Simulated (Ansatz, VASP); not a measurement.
Sn: VASP beside Ansatz

```
CELL_PARAMETERS angstrom
4.66716 0.00000 0.00000
-2.33358 4.04188 0.00000
0.00000 0.00000 3.13398
ATOMIC_POSITIONS crystal
Sn 0.33333 0.66667 0.00000
Sn 0.66667 0.33333 0.00000
```

Alike in both runs: task single point; functional PBE; k mesh 6 × 6 × 6; occupations gaussian, width 0.1 eV; no spin polarisation.

|  | VASP | Ansatz |
| --- | --- | --- |
| version | VASP 6.6.1 | Ansatz 0.2.0 |
| potentials or method | VASP PAW PBE potentials, release 64 (Sn_d) | scalar-relativistic, plane waves, PAW |
| plane-wave cutoff (eV) | 520 | 420 |
| valence electrons in the cell | 28 | 28 |

Ansatz gave:

| Item | Value |
| --- | --- |
| gap on the k mesh at the Fermi level (eV) | none |
| pressure (GPa) | 10.8 |
| largest component of the traceless stress (GPa) | 7.89 |

Problem. Which values does VASP return?

Solution. gap on the k mesh at the Fermi level (eV): none; pressure (GPa): 10.7; largest component of the traceless stress (GPa): 7.86.

A gap of «none» marks a metal or a gap that the smearing closes. With one functional, cell and mesh, what is left measures potentials, basis and numerics.
